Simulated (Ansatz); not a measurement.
## Molecular dynamics of Na

The input (input.yaml):

```yaml
crystal:
  lattice:
    - [8.598713, 0.0, 0.0]
    - [0.0, 8.598713, 0.0]
    - [0.0, 0.0, 8.598713]
  atoms:
    - { symbol: Na, position: [0.03318255, -0.0178289, -0.016072] }
    - { symbol: Na, position: [0.46404935, -0.00320306, -0.01892457] }
    - { symbol: Na, position: [-0.01956646, 0.52216034, 0.04088095] }
    - { symbol: Na, position: [-0.00386768, 0.01935247, 0.48029083] }
    - { symbol: Na, position: [0.27895936, 0.25424305, 0.27684903] }
    - { symbol: Na, position: [0.46078842, 0.51765798, -0.06345342] }
    - { symbol: Na, position: [0.50400717, 0.0092386, 0.55451434] }
    - { symbol: Na, position: [0.7086803, 0.29310186, 0.24314363] }
    - { symbol: Na, position: [0.03393508, 0.49252829, 0.53758811] }
    - { symbol: Na, position: [0.2723675, 0.71462875, 0.16750321] }
    - { symbol: Na, position: [0.27199547, 0.26120925, 0.76784645] }
    - { symbol: Na, position: [0.4788402, 0.48787552, 0.49528099] }
    - { symbol: Na, position: [0.7202387, 0.73909484, 0.31339338] }
    - { symbol: Na, position: [0.74595013, 0.24581038, 0.70414447] }
    - { symbol: Na, position: [0.28152181, 0.70901027, 0.7355248] }
    - { symbol: Na, position: [0.71498066, 0.72323885, 0.74743334] }
basis:
  ecutwfc: 420.0
kpoints:
  mp_grid: { grid: [2, 2, 2] }
hamiltonian:
  xc: pbe
  dispersion: d3bj
scf:
  occupations: { method: fermi_dirac, width: 0.11 }
  lower_state_search: "off"
md:
  timestep: 2
  n_steps: 110
  ensemble: nvt_langevin
  temperature: 780.0
  initial_velocities: maxwell_boltzmann
  seed: 507392
  friction: 0.005
```

Command:

```bash
$ ansatz run input.yaml --threads 2 --pin off --max-ram 5120MiB --backend cpu --events-out ev --progress --plain --runs-dir out
```

It goes on from the last frame of an earlier run, with new velocities.

Output, in part (one step line in 4):

```
md step     0: t =     0.00 fs  T =   731.3 K  F+E_penalty+E_count = -23783.85289244 eV  E_kin = 1.512342 eV  (10 SCF iters)
md step     4: t =     8.00 fs  T =   793.6 K  F+E_penalty+E_count = -23783.80959336 eV  E_kin = 1.641326 eV  (7 SCF iters)
md step     8: t =    16.00 fs  T =   784.8 K  F+E_penalty+E_count = -23783.74674877 eV  E_kin = 1.623082 eV  (5 SCF iters)
md step    12: t =    24.00 fs  T =   653.8 K  F+E_penalty+E_count = -23783.69147473 eV  E_kin = 1.352222 eV  (5 SCF iters)
md step    16: t =    32.00 fs  T =   748.5 K  F+E_penalty+E_count = -23783.65072578 eV  E_kin = 1.547954 eV  (4 SCF iters)
md step    20: t =    40.00 fs  T =   723.8 K  F+E_penalty+E_count = -23783.63383816 eV  E_kin = 1.496899 eV  (7 SCF iters)
md step    24: t =    48.00 fs  T =   705.8 K  F+E_penalty+E_count = -23783.60843754 eV  E_kin = 1.459673 eV  (6 SCF iters)
md step    28: t =    56.00 fs  T =   685.3 K  F+E_penalty+E_count = -23783.58220883 eV  E_kin = 1.417230 eV  (5 SCF iters)
md step    32: t =    64.00 fs  T =   651.4 K  F+E_penalty+E_count = -23783.56112659 eV  E_kin = 1.347135 eV  (4 SCF iters)
md step    36: t =    72.00 fs  T =   600.6 K  F+E_penalty+E_count = -23783.55123881 eV  E_kin = 1.242226 eV  (5 SCF iters)
md step    40: t =    80.00 fs  T =   593.4 K  F+E_penalty+E_count = -23783.57278651 eV  E_kin = 1.227330 eV  (7 SCF iters)
md step    44: t =    88.00 fs  T =   620.7 K  F+E_penalty+E_count = -23783.60295370 eV  E_kin = 1.283805 eV  (5 SCF iters)
md step    48: t =    96.00 fs  T =   601.4 K  F+E_penalty+E_count = -23783.60957387 eV  E_kin = 1.243820 eV  (5 SCF iters)
md step    52: t =   104.00 fs  T =   666.2 K  F+E_penalty+E_count = -23783.59141366 eV  E_kin = 1.377748 eV  (5 SCF iters)
md step    56: t =   112.00 fs  T =   656.4 K  F+E_penalty+E_count = -23783.55258936 eV  E_kin = 1.357516 eV  (5 SCF iters)
md step    60: t =   120.00 fs  T =   729.8 K  F+E_penalty+E_count = -23783.54797223 eV  E_kin = 1.509381 eV  (7 SCF iters)
md step    64: t =   128.00 fs  T =   654.0 K  F+E_penalty+E_count = -23783.57061200 eV  E_kin = 1.352626 eV  (5 SCF iters)
md step    68: t =   136.00 fs  T =   662.7 K  F+E_penalty+E_count = -23783.59683634 eV  E_kin = 1.370478 eV  (5 SCF iters)
md step    72: t =   144.00 fs  T =   680.8 K  F+E_penalty+E_count = -23783.66971985 eV  E_kin = 1.407953 eV  (5 SCF iters)
md step    76: t =   152.00 fs  T =   707.3 K  F+E_penalty+E_count = -23783.73515312 eV  E_kin = 1.462818 eV  (6 SCF iters)
md step    80: t =   160.00 fs  T =   657.7 K  F+E_penalty+E_count = -23783.79666020 eV  E_kin = 1.360284 eV  (7 SCF iters)
md step    84: t =   168.00 fs  T =   562.5 K  F+E_penalty+E_count = -23783.86026366 eV  E_kin = 1.163355 eV  (5 SCF iters)
md step    88: t =   176.00 fs  T =   522.2 K  F+E_penalty+E_count = -23783.91882357 eV  E_kin = 1.079948 eV  (5 SCF iters)
md step    92: t =   184.00 fs  T =   423.7 K  F+E_penalty+E_count = -23783.97304945 eV  E_kin = 0.876238 eV  (5 SCF iters)
md step    96: t =   192.00 fs  T =   434.2 K  F+E_penalty+E_count = -23784.03568923 eV  E_kin = 0.897948 eV  (5 SCF iters)
md step   100: t =   200.00 fs  T =   565.4 K  F+E_penalty+E_count = -23784.10211622 eV  E_kin = 1.169280 eV  (7 SCF iters)
md step   104: t =   208.00 fs  T =   696.9 K  F+E_penalty+E_count = -23784.13875302 eV  E_kin = 1.441254 eV  (5 SCF iters)
md step   108: t =   216.00 fs  T =   666.0 K  F+E_penalty+E_count = -23784.13849614 eV  E_kin = 1.377455 eV  (5 SCF iters)
md step   110: t =   220.00 fs  T =   657.0 K  F+E_penalty+E_count = -23784.12343592 eV  E_kin = 1.358741 eV  (7 SCF iters)
```

All steps were run. The mean temperature of the second half is 22 % below the set value. A run of 0.22 ps of so small a system gives no equilibrium averages. Limits of this set-up: coarse k mesh.

Mean squared displacements from the first frame to the last, about the centre of mass: Na 0.62 Å².

Last frame:

```xyz
16
Lattice="8.5987 0.0000 0.0000 0.0000 8.5987 0.0000 0.0000 0.0000 8.5987" Properties=species:S:1:pos:R:3
Na 0.392 -0.154 0.500
Na 4.721 -0.623 0.376
Na -0.257 3.736 -0.378
Na 0.169 0.069 4.238
Na 2.021 2.363 2.102
Na 4.799 4.556 -0.437
Na 3.670 -0.304 4.414
Na 6.120 1.406 2.580
Na -0.497 3.776 4.401
Na 2.238 5.989 2.060
Na 2.205 2.033 6.556
Na 3.762 4.360 4.409
Na 7.007 6.077 2.117
Na 6.126 1.632 6.652
Na 1.947 6.067 7.024
Na 6.915 6.706 6.195
```

The run took 28 min on 2 CPU threads of a shared host.
